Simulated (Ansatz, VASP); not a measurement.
**HfO2 in VASP and in Ansatz**

```
Hf O
1.0
     0.00000    2.52918    2.39438
     2.52918    0.00000    2.39438
     2.52918    2.52918    0.00000
Hf O
1 2
Direct
  0.00000 0.00000 0.00000
  0.25000 0.25000 0.25000
  0.75000 0.75000 0.75000
```

Change from the starting cell: uniaxial_z strain -5.3%.

Alike in both runs: task single point; functional r2SCAN; k mesh 8 × 8 × 8; no spin polarisation.

|  | VASP | Ansatz |
| --- | --- | --- |
| version | VASP 6.6.1 | Ansatz 0.2.0 |
| potentials or method | VASP PAW PBE potentials, release 64 (Hf_pv, O) | plane waves, PAW |
| plane-wave cutoff (eV) | 520 | 500 |
| occupations | gaussian, width 0.01 eV | fixed |
| valence electrons in the cell | 22 | 38 |

```csv
,VASP,Ansatz,Ansatz less VASP
gap on the k mesh at the Fermi level (eV),3.76,3.76,-0.006
pressure (GPa),12.3,16.8,+4.48
largest component of the traceless stress (GPa),19.62,19.27,-0.352
```

One of these differences is far larger than is usual between the two programs; its cause wasn't traced. The two sets of potentials don't hold the same shells in valence.

Caveats: the PAW data sets were made with another functional, which shifts forces and pressure a little (VASP); spin-orbit coupling is left out, which moves the levels of the heavy elements. A k mesh can miss the band edges.
